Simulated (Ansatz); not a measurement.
**SiNi under strain**

Method: Ansatz, DFT PBEsol, scalar-relativistic, plane waves, PAW. Run with 420 eV cutoff, 18×16×12 k-mesh, Gaussian smearing of 0.10 eV, no spin polarisation.

The relaxed crystal:

```
CELL_PARAMETERS angstrom
2.99479 0.00000 0.00000
0.00000 3.23460 0.00000
0.00000 0.00000 4.67247
ATOMIC_POSITIONS crystal
Si 0.50000 0.50000 0.84261
Si 0.00000 0.00000 0.15739
Ni 0.50000 0.50000 0.34329
Ni 0.00000 0.00000 0.65671
```

Deformation: biaxial strain in the a-b plane, with the length and tilt of c and the atoms relaxed, all within the symmetry that the strain leaves. Energies are extrapolated to zero smearing. On this cell's mesh the reference holds a stress of up to 0.33 GPa.

| strain (%) | ΔE (meV/atom) | a (Å) | b (Å) | c (Å) |
| --- | --- | --- | --- | --- |
| -4.5 | 51.8 | 2.860 | 3.089 | 4.836 |
| -3.0 | 22.5 | 2.905 | 3.138 | 4.772 |
| -1.5 | 5.7 | 2.950 | 3.186 | 4.717 |
| +0.0 | 0.0 | 2.995 | 3.235 | 4.672 |
| +1.5 | 5.0 | 3.040 | 3.283 | 4.633 |
| +3.0 | 20.0 | 3.085 | 3.332 | 4.600 |
| +4.5 | 43.6 | 3.130 | 3.380 | 4.570 |

What stiffness (1/V) d²E/dε² at zero strain does a cubic fit over all points give?

A cubic fit gives (1/V) d²E/dε² = 666 GPa at zero strain (twice the biaxial modulus).

How does the free axis c answer a small strain?

Between the innermost points its strain is -0.60 times the applied one.

This form isn't the usual stable structure of the compound.